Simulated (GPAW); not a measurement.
## Au: equation of state with RPBE+D4

**What was measured.**

“Exploring toroidal anvil profiles for larger sample volumes above 4 Mbar”, 2024, pmc:11102561 quotes, for a bulk crystal of Au: bulk modulus 167 GPa.

The system is Au.

```
CELL_PARAMETERS angstrom
0.00000 2.03500 2.03500
2.03500 0.00000 2.03500
2.03500 2.03500 0.00000
ATOMIC_POSITIONS crystal
Au 0.00000 0.00000 0.00000
```

```yaml
Program: GPAW 26.7.0
Task: equation of state
Functional: RPBE
Dispersion: D4
Potentials_or_basis: the program's PAW data sets (release 1.2.1) made for this functional
Cutoff: 600 eV
Basis: pw
k_mesh: 11 × 11 × 11
Occupations: fermi-dirac, width 0.05 eV
Spin: no spin polarisation
Maxiter: 150
Eos_scales: "[0.94, 0.96, 0.98, 1.0, 1.02, 1.04, 1.06]"
```

```yaml
Equilibrium_volume: 17.40 Å³/atom
Bulk_modulus: 161 GPa
Pressure_derivative_of_the_bulk_modulus: 6.1
```

Energy against volume, from the lowest point:
```csv
volume (Å³/atom),energy (meV/atom)
15.843,86.68
16.181,50.46
16.518,24.95
16.855,8.81
17.192,0.84
17.529,0.00
17.866,5.42
```

Wall time 61 s on 1 thread of AMD EPYC 7B13 (Zen 3) (shared host), peak memory 0.19 GiB.

Measured bulk modulus of Au: 167 GPa (quoted in “Exploring toroidal anvil profiles for larger sample volumes above 4 Mbar”, 2024, pmc:11102561). This calculation gives 161 GPa (-3.7 %). The fit is for a static lattice scaled at fixed shape and fixed fractional positions.

Caveat: with this Au data set, volumes or pressures lay over 1.5 % or 2 GPa off other programs in two to four cells of ten. The run has no spin-orbit coupling, so splittings on Au are missing.
